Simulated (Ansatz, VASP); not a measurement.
**Te in VASP and in Ansatz**

```
Te
1.0
     2.62703    0.00000    0.00000
     0.00000    2.62703    0.00000
     0.00000    0.00000    2.62703
Te
1
Cartesian
  0.0000 0.0000 0.0000
```

Change from the starting cell: volume scaled by 0.58, LAPW.

Alike in both runs: task single point; functional PBEsol; k mesh 13 × 13 × 13; occupations fermi-dirac, width 0.08 eV; no spin polarisation.

|  | VASP | Ansatz |
| --- | --- | --- |
| version | VASP 6.6.1 | Ansatz 0.2.0 |
| potentials or method | VASP PAW PBE potentials, release 64 (Te), cutoff 520 eV | all-electron LAPW, scalar-relativistic |

```csv
,VASP,Ansatz,Ansatz less VASP
pressure (GPa),99.9,98.3,-1.63
```

Ansatz ran all-electron here, so the differences hold the error of VASP's frozen core and of both bases.

Caveats: the cell as given lies far from equilibrium; so large a pressure means that the cell lies far from this level's equilibrium, or that cutoff or potentials fall short (VASP); the potentials were made for another functional, which shifts forces and pressure (VASP). Spin-orbit coupling is left out, which matters for the levels of Te.
